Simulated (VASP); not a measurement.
Wanted: the native input for a VASP 6.6.1 run.

* Task: relaxation of cell and atoms
* Functional: PBE
* Potentials or basis: VASP PAW PBE potentials, release 64 (Mo_sv)
* Cutoff: 600 eV
* k mesh: 16 × 16 × 16
* Occupations: methfessel-paxton, width 0.1 eV
* Spin: no spin polarisation
* Further INCAR settings: ALGO = Normal; EDIFF = 1e-07; IBRION = 2; EDIFFG = -0.005; NSW = 90; ISIF = 3

The structure of Mo lies in POSCAR:

```
Mo                                      
1.0
   -1.5808923904      1.5808923904      1.5808923904
    1.5808923904     -1.5808923904      1.5808923904
    1.5808923904      1.5808923904     -1.5808923904
  Mo            
     1
Direct
     0.0000000000000000    0.0000000000000000    0.0000000000000000
```

These files were run (other wordings do the same):

INCAR

```
PREC = Accurate
ENCUT = 600
EDIFF = 1E-7
ISMEAR = 1
SIGMA = 0.1
LREAL = False
LASPH = True
NELM = 80
ALGO = Normal
ISIF = 3
LWAVE = False
LCHARG = False
GGA = PE
IBRION = 2
NSW = 90
EDIFFG = -0.005
```

KPOINTS

```
Automatic mesh
0
Gamma
  16 16 16
```

Potentials or basis: VASP PAW PBE potentials, release 64 (Mo_sv).

Launch:

```sh
$ cat potpaw_PBE.64/Mo_sv/POTCAR > POTCAR
$ mpirun -np 1 vasp_std > vasp.out
```

Results of the run:

```json
{
  "Pressure after relaxing": "0.0 GPa",
  "Band gap on the k mesh": "none (metal or under the smearing width)"
}
```

Caveat: the relaxation stopped at its first step, so nothing moved.

It took 19 s on 1 thread of AMD EPYC 7R13 Processor (Zen 3), with other jobs on the host, peak memory 0.13 GiB.
